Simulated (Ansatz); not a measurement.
**Thickness series of a Zn/BN/Cu junction**

How fast does the current through Zn/BN/Cu fall with each added layer? The lower electrode is Zn hcp(0001), the upper one Cu fcc(111); the barrier is BN zinc blende(111) (whole bilayers). In the first transport cell, after relaxation, the nearest pair of electrode and barrier is Zn–N at 2.61 Å, at a slant, too long for a bond, at the lower face and Cu–B at 2.49 Å, at a slant, at the upper one. A gap without bonds adds to the barrier. All share a net of side 2.613 Å, which strains the lower electrode by -1.8 %, the upper one by +1.8 % and the barrier by +1.8 %, against typed lattice constants near PBE's. The first steps treat the bulk electrodes alone.

Calculated with Ansatz 0.2.0; PBE DFT, plane waves, PAW files, in the first sound run; inputs show where later runs differ.

### Step 1. The structure

Symmetry: P6_3/mmc, No. 194, hexagonal system. The conventional cell has a = 2.613 Å, b = 2.613 Å, c = 5.011 Å, α = 90.00°, β = 90.00°, γ = 120.00°. Nearest to Zn lie 12 Zn at 2.61 to 2.92 Å.

### Step 2. The strained electrode, 2 atoms, electrode Zn hcp(0001)

The electrode is held to the junction's net and relaxed along the normal; its spacing is used for the ideal lead layers.

File input.yaml:

```yaml
crystal:
  lattice:
    - [2.613, 0.0, 0.0]
    - [-1.3065, 2.2629243801, 0.0]
    - [0.0, 0.0, 5.0112236842]
  atoms:
    - { symbol: Zn, position: [0.0, 0.0, 0.0] }
    - { symbol: Zn, position: [0.3333333333, 0.6666666667, 0.5] }
kpoints:
  mp_grid: { grid: [18, 18, 6] }
scf:
  occupations: { method: fermi_dirac, width: 0.1 }
  max_iter: 150
hamiltonian:
  xc: pbe
relax:
  f_tol: 0.01
  max_steps: 40
  cell: { fix: [a, b, angles] }
```

Started as:

```
> ansatz run input.yaml --threads 4 --pin off --max-ram 10240MiB --backend cpu --events-out ev --progress --plain --runs-dir out
```

Numbers of over 12 decimals in the logs are rounded to 6 here.

The program printed:

```text
Engine: ansatz 0.2.0, aarch64-unknown-linux-gnu
Pseudopotentials: kind: paw
Pseudopotential: Zn, paw, valence charge 12, recommended cutoff 420 eV (normal), Zn.paw.azcp
Functional definition: PBE
  parameter kappa = 0.804
  parameter beta = 0.066725
  exchange = pbe_x(kappa = kappa, mu = beta*pi^2/3)
  correlation = pbe_c(beta = beta)
Crystal: 2 atoms, lattice volume = 29.631 Å³
Basis set: ecut = 420 eV, 599 PW (Γ), exchange–correlation on 36×36×72 points (8 copies of the dense FFT grid, shifted against one another)
Bands: 16, of which v1, the nominal top of the filled ones, is band 12 counted from 1 (11 counted from 0)
Symmetry: 24 space group operations
Space group: P63/mmc (ITA 194), of the structure as read, at distance tolerance 3.1e-5 Å
k-points: 148 of 1944
Non-local potential: Zn, projectors of the file, l = 0: 2, l = 1: 2, l = 2: 3, l = 3: 1
PAW form: soft (Blöchl's): semilocal exchange-correlation on the pseudo side does not see the compensation charge
PAW one-centre angular grid: Zn, 590 points (default); XC on 64 Gauss nodes
Initial density: superposition of atomic densities (neutral atoms: chi_scale 0, normalization atom), corrected by the library's trained network
Initial wavefunctions: pseudopotential atomic-orbital guess
Functional: x = pbe(κ = 0.804, μ = 0.219515), c = pbe(β = 0.066725)
SCF iter   1: F=—  HF=-6638.062721 eV  |F-HF|=—  |Δ(HF+E_count)|=         —  Δρ=1.19e-3  dr2=3.54e-4  ethr=1.77e-3  ⟨swp⟩=5.1  Hψ=11732  notcnv=0
preconditioner: auto → none  [metal: Δε(μ)=0.079 eV  Ē_g=13.316 eV  σ=0.100 eV  W_gap=0.20  n_scr=4 (ndim 8)  ℏωp=33.4 eV  f_vac=0.000  D(μ)=0.41/eV (n_scr^D=2)  sad-step TF]
SCF iter   2: F=—  HF=-6638.063071 eV  |F-HF|=—  |Δ(HF+E_count)|=   3.50e-4  Δρ=7.80e-4  dr2=1.70e-4  ethr=1.48e-6  ⟨swp⟩=2.2  Hψ=5386  notcnv=0
SCF iter   3: F=—  HF=-6638.063137 eV  |F-HF|=—  |Δ(HF+E_count)|=   6.64e-5  Δρ=1.00e-3  dr2=1.59e-4  ethr=7.07e-7  ⟨swp⟩=2.0  Hψ=4151  notcnv=0
SCF iter   4: F=—  HF=-6638.063060 eV  |F-HF|=—  |Δ(HF+E_count)|=   7.71e-5  Δρ=1.77e-4  dr2=4.85e-6  ethr=6.61e-7  ⟨swp⟩=2.0  Hψ=3874  notcnv=0
SCF iter   5: F=—  HF=-6638.063053 eV  |F-HF|=—  |Δ(HF+E_count)|=   7.42e-6  Δρ=7.41e-5  dr2=8.76e-7  ethr=2.02e-8  ⟨swp⟩=2.1  Hψ=4114  notcnv=0
SCF iter   6: F=—  HF=-6638.063053 eV  |F-HF|=—  |Δ(HF+E_count)|=   2.65e-7  Δρ=3.46e-5  dr2=1.89e-7  ethr=3.65e-9  ⟨swp⟩=2.5  Hψ=4024  notcnv=0
SCF iter   7: F=-6638.063053 eV  HF=-6638.063053 eV  |F-HF|=6.38e-9  |Δ(HF+E_count)|=   7.52e-8  Δρ=6.08e-6  dr2=5.83e-9  ethr=4.17e-10  ⟨swp⟩=4.8  Hψ=9293  notcnv=0
SCF 1 converged in 7 iterations: F = -6638.063053 eV  dr2 = 5.83e-9
  greatest PAW one-centre occupation: 0.981 electrons in one spin orbital (limit 2), on the Zn atom at site 1 (counted from 0), in its partial waves of l = 2
relax step   1: F+E_penalty+E_count = -6638.06305256 eV  Δ(F+E_penalty+E_count) = +0.000e0 eV  max|allowed force component| = 5.551e-17 eV/Å  Δτ_max = 0.0000 Å  P = +2.505 GPa  Ω = 29.631 Å³  fix = [a, b, alpha, beta, gamma]  reactions: a +2.618, b +2.618 GPa  (7 SCF iters, dr2 threshold 1.00e-7 eV, accepted)
Crystal: 2 atoms, lattice volume = 30.092 Å³
Basis set: ecut = 420 eV, 623 PW (Γ), exchange–correlation on 36×36×72 points (8 copies of the dense FFT grid, shifted against one another)
Initial density: handed on by an earlier stage of this run
Initial wavefunctions: those handed on with the density
iter 1 solved again at ethr=2.25e-6 eV; its pass at ethr=3.10e-3 eV (dr2=5.40e-4 eV) is discarded
SCF iter   1: F=—  HF=-6638.067375 eV  |F-HF|=—  |Δ(HF+E_count)|=         —  Δρ=1.31e-3  dr2=4.90e-4  ethr=2.25e-6  ⟨swp⟩=2.1  Hψ=16089  notcnv=0
preconditioner: auto → none  [metal: Δε(μ)=0.079 eV  Ē_g=13.261 eV  σ=0.100 eV  W_gap=0.19  n_scr=4 (ndim 8)  ℏωp=33.2 eV  f_vac=0.000  D(μ)=0.43/eV (n_scr^D=2)]
SCF iter   2: F=—  HF=-6638.067260 eV  |F-HF|=—  |Δ(HF+E_count)|=   1.15e-4  Δρ=6.95e-4  dr2=6.78e-5  ethr=2.04e-6  ⟨swp⟩=2.0  Hψ=3967  notcnv=0
SCF iter   3: F=—  HF=-6638.067214 eV  |F-HF|=—  |Δ(HF+E_count)|=   4.58e-5  Δρ=2.27e-4  dr2=1.78e-5  ethr=2.83e-7  ⟨swp⟩=2.0  Hψ=4046  notcnv=0
SCF iter   4: F=—  HF=-6638.067210 eV  |F-HF|=—  |Δ(HF+E_count)|=   4.07e-6  Δρ=5.81e-5  dr2=9.29e-7  ethr=7.40e-8  ⟨swp⟩=2.1  Hψ=4094  notcnv=0
SCF iter   5: F=-6638.067210 eV  HF=-6638.067210 eV  |F-HF|=4.90e-9  |Δ(HF+E_count)|=   8.51e-8  Δρ=8.30e-6  dr2=2.01e-8  ethr=8.33e-10  ⟨swp⟩=4.5  Hψ=8769  notcnv=0
SCF 2 converged in 5 iterations: F = -6638.067210 eV  dr2 = 2.01e-8
relax step   2: F+E_penalty+E_count = -6638.06720974 eV  Δ(F+E_penalty+E_count) = -4.157e-3 eV  max|allowed force component| = 7.864e-17 eV/Å  Δτ_max = 0.0000 Å  P = +1.665 GPa  Ω = 30.092 Å³  energy of the carried Pulay correction = -3.348e-4 eV  fix = [a, b, alpha, beta, gamma]  reactions: a +2.062, b +2.062 GPa  (5 SCF iters, dr2 threshold 2.00e-7 eV, accepted)
Crystal: 2 atoms, lattice volume = 30.376 Å³
iter 1 solved again at ethr=8.18e-7 eV; its pass at ethr=3.10e-3 eV (dr2=1.96e-4 eV) is discarded
SCF iter   1: F=—  HF=-6638.067908 eV  |F-HF|=—  |Δ(HF+E_count)|=         —  Δρ=7.73e-4  dr2=1.78e-4  ethr=8.18e-7  ⟨swp⟩=2.0  Hψ=16101  notcnv=0
preconditioner: auto → none  [metal: Δε(μ)=0.022 eV  Ē_g=13.202 eV  σ=0.100 eV  W_gap=0.06  n_scr=4 (ndim 8)  ℏωp=33.0 eV  f_vac=0.000  D(μ)=0.45/eV (n_scr^D=2)]
SCF iter   2: F=—  HF=-6638.067860 eV  |F-HF|=—  |Δ(HF+E_count)|=   4.78e-5  Δρ=4.19e-4  dr2=2.50e-5  ethr=7.43e-7  ⟨swp⟩=2.0  Hψ=3959  notcnv=0
SCF iter   3: F=—  HF=-6638.067846 eV  |F-HF|=—  |Δ(HF+E_count)|=   1.39e-5  Δρ=1.37e-4  dr2=6.61e-6  ethr=1.04e-7  ⟨swp⟩=2.0  Hψ=4037  notcnv=0
SCF iter   4: F=—  HF=-6638.067845 eV  |F-HF|=—  |Δ(HF+E_count)|=   1.48e-6  Δρ=3.72e-5  dr2=4.09e-7  ethr=2.76e-8  ⟨swp⟩=2.1  Hψ=4085  notcnv=0
SCF iter   5: F=-6638.067845 eV  HF=-6638.067845 eV  |F-HF|=1.94e-9  |Δ(HF+E_count)|=   2.00e-8  Δρ=5.83e-6  dr2=1.00e-8  ethr=8.33e-10  ⟨swp⟩=4.1  Hψ=8379  notcnv=0
SCF 3 converged in 5 iterations: F = -6638.067845 eV  dr2 = 1.00e-8
  greatest PAW one-centre occupation: 0.982 electrons in one spin orbital (limit 2), on the Zn atom at site 1 (counted from 0), in its partial waves of l = 2
relax step   3: F+E_penalty+E_count = -6638.06784462 eV  Δ(F+E_penalty+E_count) = -6.349e-4 eV  max|allowed force component| = 7.864e-17 eV/Å  Δτ_max = 0.0000 Å  P = +1.204 GPa  Ω = 30.376 Å³  energy of the carried Pulay correction = -5.392e-4 eV  fix = [a, b, alpha, beta, gamma]  reactions: a +1.761, b +1.761 GPa  (5 SCF iters, dr2 threshold 2.00e-7 eV, accepted)
[...]
relax step   4: F+E_penalty+E_count = -6638.06783077 eV  Δ(F+E_penalty+E_count) = +1.385e-5 eV  max|allowed force component| = 2.776e-17 eV/Å  Δτ_max = 0.0000 Å  P = +1.153 GPa  Ω = 30.409 Å³  energy of the carried Pulay correction = -5.627e-4 eV  fix = [a, b, alpha, beta, gamma]  reactions: a +1.727, b +1.727 GPa  (4 SCF iters, dr2 threshold 2.03e-8 eV, accepted)
Initial wavefunctions: pseudopotential atomic-orbital guess (no wavefunctions were taken with the density)
iter 1 solved again at ethr=6.91e-8 eV; its pass at ethr=3.10e-3 eV (dr2=1.66e-5 eV) is discarded
SCF iter   1: F=—  HF=-6638.068098 eV  |F-HF|=—  |Δ(HF+E_count)|=         —  Δρ=4.67e-4  dr2=1.57e-6  ethr=6.91e-8  ⟨swp⟩=3.1  Hψ=18992  notcnv=0
preconditioner: auto → none  [metal: Δε(μ)=0.014 eV  Ē_g=13.185 eV  σ=0.100 eV  W_gap=0.04  n_scr=4 (ndim 8)  ℏωp=33.0 eV  f_vac=0.000  D(μ)=0.45/eV (n_scr^D=2)]
SCF iter   2: F=—  HF=-6638.068319 eV  |F-HF|=—  |Δ(HF+E_count)|=   2.21e-4  Δρ=2.41e-4  dr2=9.03e-7  ethr=6.52e-9  ⟨swp⟩=2.0  Hψ=4063  notcnv=0
SCF iter   3: F=—  HF=-6638.068383 eV  |F-HF|=—  |Δ(HF+E_count)|=   6.43e-5  Δρ=7.63e-5  dr2=2.85e-7  ethr=3.76e-9  ⟨swp⟩=2.0  Hψ=4136  notcnv=0
SCF iter   4: F=—  HF=-6638.068389 eV  |F-HF|=—  |Δ(HF+E_count)|=   5.29e-6  Δρ=1.14e-5  dr2=1.52e-9  ethr=1.19e-9  ⟨swp⟩=2.0  Hψ=3987  notcnv=0
SCF iter   5: F=—  HF=-6638.068389 eV  |F-HF|=—  |Δ(HF+E_count)|=   1.62e-7  Δρ=7.17e-7  dr2=4.47e-11  ethr=6.35e-12  ⟨swp⟩=2.6  Hψ=4243  notcnv=0
SCF iter   6: F=-6638.068389 eV  HF=-6638.068389 eV  |F-HF|=4.55e-12  |Δ(HF+E_count)|=  4.54e-10  Δρ=4.51e-8  dr2=2.50e-13  ethr=1.00e-12  ⟨swp⟩=5.5  Hψ=10631  notcnv=0
SCF 5 converged in 6 iterations: F = -6638.068389 eV  dr2 = 2.50e-13
relax step   5: F+E_penalty+E_count = -6638.06838892 eV  Δ(F+E_penalty+E_count) = -5.581e-4 eV  max|allowed force component| = 5.089e-17 eV/Å  Δτ_max = 0.0000 Å  P = +1.152 GPa  Ω = 30.409 Å³  fix = [a, b, alpha, beta, gamma]  reactions: a +1.726, b +1.726 GPa  stress off target by 2.30e-3 GPa on what of the cell is left free  SCF on the basis re-selected at this cell (its energy is not comparable with the rows above)  (6 SCF iters)
basis re-selected at this cell: Δ(F+E_penalty+E_count) = -5.581e-4 eV, ΔP = -0.001 GPa vs the last step (what re-selecting the basis moved, of the pressure what is left beyond the Pulay correction that the steps carried, after the strain that the cell walked since its last selection, with what the two solves' SCF thresholds leave and, on support functions, any second-order correction that the steps lacked; it is no m [...]
SCF converged after 6 iterations
Free energy (F): -6638.068389 eV
Harris-Foulkes:  -6638.068389 eV  (|F-HF|=4.55e-12)
Internal energy: -6638.053951 eV  (E = F + TS)
E sigma→0 (E₀):  -6638.061170 eV
Entropy (-TS):   -0.014438 eV (-7.219 meV/atom)
Fermi energy:    10.920157 eV
--- Per-component energies (eV) ---
  E_band       = 96.757262
  E_kinetic    = 262.228929
  E_local      = -3088.076648  (includes V_loc(G=0)·N_el)
  E_nonlocal   = 1220.426880
  E_hartree    = 1295.013237
  E_xc         = -275.708558
  E_vxc        = -105.599022  (∫ρ·V_xc dr)
  E_paw        = -3648.888554  (= ΣΔE_a)
  E_vpaw       = -782.248595  (= ΣTr[D̂ρ^β])
  E_aug_tail   = -0.000740  (compensation charges beyond the density's cutoff)
  E_ewald      = -2403.048497
  E_smearing   = -0.014438  (= −TS)
  E_closure    = 0.000000  (closes the sum)
  Σ components = -6638.068389   (vs F -6638.068389, Δ=0.00e0)
--- Forces (eV/Å), atoms counted from 1 ---
  atom   1  Zn    -0.00000000    -0.00000000     0.00000000
  atom   2  Zn     0.00000000     0.00000000     0.00000000
  max |Σ_I F_I| component: 5.55e-17 eV/Å
--- Stress (GPa, compression-positive) ---
        1.726134       0.000000       0.000000
       -0.000000       1.726134       0.000000
        0.000000       0.000000       0.002297
  P = ⅓ Tr σ = 1.1515 GPa (11.515 kbar)
--- Relaxed structure (4 steps of the walk, 4 accepted, 1 SCFs on fresh bases) ---
  F+E_penalty+E_count = -6638.06838892 eV   max|allowed force component| = 5.089e-17 eV/Å   (the final SCF, on the basis selected at the relaxed cell)
  cell:  # Å, volume = 30.4089 Å³
    - [2.613000, 0, 0.0]
    - [-1.306500, 2.262924, 0.0]
    - [0.0, 0.0, 5.142696]
  atoms:
    - { symbol: Zn, position: [9.251858539620032e-18, -5.0885221963063406e-17, 0.0] }
    - { symbol: Zn, position: [0.333333, 0.666667, 0.5] }
```

The job ended after 4.2 s (4 threads of Arm Neoverse V2, shared host; peak memory 0.37 GiB).

Relaxation path:

```csv
step,energy less that of the first step (eV),largest force component (eV/Å),pressure (GPa),volume (Å³)
1,0.0000,0.0000,2.51,29.63
2,-0.0042,0.0000,1.66,30.09
3,-0.0048,0.0000,1.20,30.38
4,-0.0048,0.0000,1.15,30.41
5*,-0.0053,0.0000,1.15,30.41
```

Relaxation steps marked * repeat the geometry before them on a plane-wave basis chosen anew for their cell, so energy and pressure can jump there.

The run keeps the 24 symmetry operations that it works with, so distortions that break them were not tested.

```csv
"conventional cell, symmetrised",before,after,change
a (Å),2.613,2.613,+0.0 %
b (Å),2.613,2.613,+0.0 %
c (Å),5.011,5.143,+2.6 %
volume (Å³/atom),14.82,15.20,+2.6 %
```

The relaxed structure:

```
Zn
1.0
     2.61300    0.00000    0.00000
    -1.30650    2.26292    0.00000
     0.00000    0.00000    5.14270
Zn
2
Direct
  0.00000 0.00000 0.00000
  0.33333 0.66667 0.50000
```

Numbers from this step:

| Property | Result |
| --- | --- |
| free energy | -6638.0684 eV |
| Fermi energy | 10.92 eV |
| pressure | 1.152 GPa |

The cell grew by 2.6 % in volume.

### Step 3. The strained electrode, 3 atoms, electrode Cu fcc(111)

System of this step: Cu. The structure is trigonal, space group R-3m (No. 166). The conventional cell has a = 2.613 Å, b = 2.613 Å, c = 6.208 Å, α = 90.00°, β = 90.00°, γ = 120.00°. Nearest to Cu lie 12 Cu at 2.56 to 2.61 Å.

The electrode is held to the junction's net and relaxed along the normal; its spacing is used for the ideal lead layers.

input.yaml, the sections that differ from step 2:

```yaml
crystal:
  lattice:
    - [2.613, 0.0, 0.0]
    - [-1.3065, 2.2629243801, 0.0]
    - [0.0, 0.0, 6.208123845]
  atoms:
    - { symbol: Cu, position: [0.0, 0.0, 0.0] }
    - { symbol: Cu, position: [0.3333333333, 0.6666666667, 0.3333333333] }
    - { symbol: Cu, position: [0.6666666667, 0.3333333333, 0.6666666667] }
kpoints:
  mp_grid: { grid: [18, 18, 5] }
# scf, hamiltonian, relax: as in step 2
```

The program printed:

```text
[...]
Crystal: 3 atoms, lattice volume = 36.709 Å³
Basis set: ecut = 420 eV, 759 PW (Γ), exchange–correlation on 36×36×90 points (8 copies of the dense FFT grid, shifted against one another)
Bands: 35, of which v1, the nominal top of the filled ones, is band 29 counted from 1 (28 counted from 0)
Symmetry: 36 space group operations
[...]
k-points: 165 of 1620
[...]
SCF iter   1: F=—  HF=-19875.520435 eV  |F-HF|=—  |Δ(HF+E_count)|=         —  Δρ=6.87e-4  dr2=3.28e-5  ethr=1.77e-3  ⟨swp⟩=5.0  Hψ=18815  notcnv=0  defer=60
[...]
SCF iter   6: F=-19875.520854 eV  HF=-19875.520854 eV  |F-HF|=6.44e-10  |Δ(HF+E_count)|=   6.29e-9  Δρ=1.86e-6  dr2=6.74e-10  ethr=4.48e-11  ⟨swp⟩=2.3  Hψ=17110  notcnv=0
SCF 1 converged in 6 iterations: F = -19875.520854 eV  dr2 = 6.74e-10
[...]
relax step   1: F+E_penalty+E_count = -19875.52085419 eV  Δ(F+E_penalty+E_count) = +0.000e0 eV  max|allowed force component| = 4.279e-27 eV/Å  Δτ_max = 0.0000 Å  P = -2.917 GPa  Ω = 36.709 Å³  fix = [a, b, alpha, beta, gamma]  reactions: a -4.297, b -4.297 GPa  (6 SCF iters, dr2 threshold 1.00e-7 eV, accepted)
Crystal: 3 atoms, lattice volume = 36.698 Å³
[...]
SCF iter   6: F=-19875.520870 eV  HF=-19875.520870 eV  |F-HF|=0.00e0  |Δ(HF+E_count)|=  3.27e-11  Δρ=1.60e-7  dr2=6.61e-12  ethr=1.00e-12  ⟨swp⟩=1.9  Hψ=13328  notcnv=0
SCF 2 converged in 6 iterations: F = -19875.520870 eV  dr2 = 6.61e-12
relax step   2: F+E_penalty+E_count = -19875.52087006 eV  Δ(F+E_penalty+E_count) = -1.587e-5 eV  max|allowed force component| = 2.030e-27 eV/Å  Δτ_max = 0.0000 Å  P = -2.880 GPa  Ω = 36.698 Å³  energy of the carried Pulay correction = +7.803e-6 eV  fix = [a, b, alpha, beta, gamma]  reactions: a -4.274, b -4.274 GPa  (6 SCF iters, dr2 threshold 6.25e-8 eV, accepted)
Crystal: 3 atoms, lattice volume = 36.684 Å³
Basis set: ecut = 420 eV, 747 PW (Γ), exchange–correlation on 36×36×90 points (8 copies of the dense FFT grid, shifted against one another)
[...]
SCF iter   6: F=-19875.520885 eV  HF=-19875.520885 eV  |F-HF|=7.28e-12  |Δ(HF+E_count)|=  8.00e-11  Δρ=2.42e-7  dr2=1.58e-11  ethr=1.00e-12  ⟨swp⟩=1.3  Hψ=15100  notcnv=0
SCF 3 converged in 6 iterations: F = -19875.520885 eV  dr2 = 1.58e-11
relax step   3: F+E_penalty+E_count = -19875.52088482 eV  Δ(F+E_penalty+E_count) = -1.476e-5 eV  max|allowed force component| = 3.059e-28 eV/Å  Δτ_max = 0.0000 Å  P = -2.828 GPa  Ω = 36.684 Å³  energy of the carried Pulay correction = +1.851e-5 eV  fix = [a, b, alpha, beta, gamma]  reactions: a -4.242, b -4.242 GPa  (6 SCF iters, dr2 threshold 2.09e-8 eV, accepted)
[...]
SCF iter   8: F=-19875.520864 eV  HF=-19875.520864 eV  |F-HF|=3.64e-12  |Δ(HF+E_count)|=    0.00e0  Δρ=4.01e-10  dr2=2.38e-17  ethr=1.00e-12  ⟨swp⟩=2.1  Hψ=15792  notcnv=0
SCF 4 converged in 8 iterations: F = -19875.520864 eV  dr2 = 2.38e-17
relax step   4: F+E_penalty+E_count = -19875.52086432 eV  Δ(F+E_penalty+E_count) = +2.050e-5 eV  max|allowed force component| = 3.740e-29 eV/Å  Δτ_max = 0.0000 Å  P = -2.827 GPa  Ω = 36.684 Å³  fix = [a, b, alpha, beta, gamma]  reactions: a -4.241, b -4.241 GPa  stress off target by 1.87e-3 GPa on what of the cell is left free  SCF on the basis re-selected at this cell (its energy is not comparable with the rows above)  (8 SCF iters)
basis re-selected at this cell: Δ(F+E_penalty+E_count) = +2.050e-5 eV, ΔP = +0.001 GPa vs the last step (what re-selecting the basis moved, of the pressure what is left beyond the Pulay correction that the steps carried, after the strain that the cell walked since its last selection, with what the two solves' SCF thresholds leave and, on support functions, any second-order correction that the steps lacked; it is no m [...]
SCF converged after 8 iterations
Free energy (F): -19875.520864 eV
[...]
Internal energy: -19875.491907 eV  (E = F + TS)
E sigma→0 (E₀):  -19875.506385 eV
Entropy (-TS):   -0.028958 eV (-9.653 meV/atom)
Fermi energy:    16.059552 eV
[...]
--- Stress (GPa, compression-positive) ---
       -4.241479      -0.000000       0.000000
       -0.000000      -4.241479      -0.000000
        0.000000      -0.000000       0.001870
  P = ⅓ Tr σ = -2.8270 GPa (-28.270 kbar)
--- Relaxed structure (3 steps of the walk, 3 accepted, 1 SCFs on fresh bases) ---
[...]
cell:  # Å, volume = 36.6842 Å³
    - [2.613000, 0, 0]
    - [-1.306500, 2.262924, 0]
    - [0, 0, 6.203967]
  atoms:
    - { symbol: Cu, position: [0, 0, 0] }
    - { symbol: Cu, position: [0.333333, 0.666667, 0.333333] }
    - { symbol: Cu, position: [0.666667, 0.333333, 0.666667] }
```

It took 7.7 s on 4 threads; peak memory 0.46 GiB.

Little changed from the start: no atom moved by 0.005 Å and no cell edge by 0.1 %.

This step gave:

```
free energy  : -19875.5209 eV
Fermi energy : 16.06 eV
pressure     : -2.827 GPa
```

(Continued in part 2 of 6.)

[Logs are printed without paths, hosts, clocks, repeated set-up lines and the standing remarks that a program may print on its own settings, such as how far it seeks lower states.]

[Hosts, paths, dates, database ids (printed as entryN), source tags and the programs' standing remarks are cut or masked in the printed files.]
